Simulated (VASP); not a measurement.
Crystal: SiC.

```
Si C
1.0
     0.00000    2.17911    2.17911
     2.17911    0.00000    2.17911
     2.17911    2.17911    0.00000
Si C
1 1
Direct
  0.75000 0.75000 0.75000
  0.00000 0.00000 0.00000
```

The cell is a database's computed one.

Base run:

| Quantity | Value |
| --- | --- |
| Program | VASP 6.6.1 |
| Functional | PBEsol |
| Potentials or basis | VASP PAW PBE potentials, release 64 (Si, C_h) |
| Cutoff | 900 eV |
| k mesh | 10 × 10 × 10 |
| Occupations | gaussian, width 0.02 eV |
| Spin | no spin polarisation |

Its results: band gap on the k mesh 1.24 eV, indirect (least direct gap 4.44 eV); pressure -0.1 GPa.

Problem. The run is repeated on the same cell with these changes: functional from PBEsol to r2SCAN; potentials or basis from VASP PAW PBE potentials, release 64 (Si, C_h) to VASP PAW PBE potentials, release 64 (Si, C); cutoff from 900 eV to 520 eV. What comes out?

Solution. Band gap on the k mesh 1.73 eV, indirect (least direct gap 5.06 eV); pressure -0.5 GPa.

Caveats: the PAW data sets were made with another functional, which shifts forces and pressure a little; the cutoff is under 1.25 times the usual one of these potentials, so pressure, stress and relaxed cells hold a basis-set (Pulay) error (some runs).

A k mesh can miss the band edges.

Not every run made on this cell is shown here.
